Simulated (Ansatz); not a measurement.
Crystal: MoSe2.

```
Mo Se
1.0
     3.28800    0.00000    0.00000
    -1.64400    2.84749    0.00000
     0.00000    0.00000   12.90000
Mo Se
2 4
Direct
  0.66667 0.33333 0.75000
  0.33333 0.66667 0.25000
  0.66667 0.33333 0.37500
  0.33333 0.66667 0.87500
  0.66667 0.33333 0.12500
  0.33333 0.66667 0.62500
```

Program: Ansatz 0.2.0. Alike in all runs: potentials or basis Ansatz PAW; no spin polarisation; cell as given; cutoff (eV) 420; smearing fermi-dirac 0.05 eV.

Problem. Order these runs on this cell by their pressure, lowest first.
A. level PBE; k mesh 13 × 13 × 3
B. level PBEsol; k mesh 9 × 9 × 2; points for each segment of the path 14
C. level rPW86-PBE; k mesh 9 × 9 × 2; points for each segment of the path 14

Solution. B (3.2 GPa), A (8.0 GPa), C (14.4 GPa).

Caveats: the PAW data sets come from PBE, with cores solved anew for the run's functional, which leaves a small shift of forces and pressure (some runs); this functional lacks dispersion, which binds the layers, so the pressure and a relaxed spacing across them are unreliable (some runs).
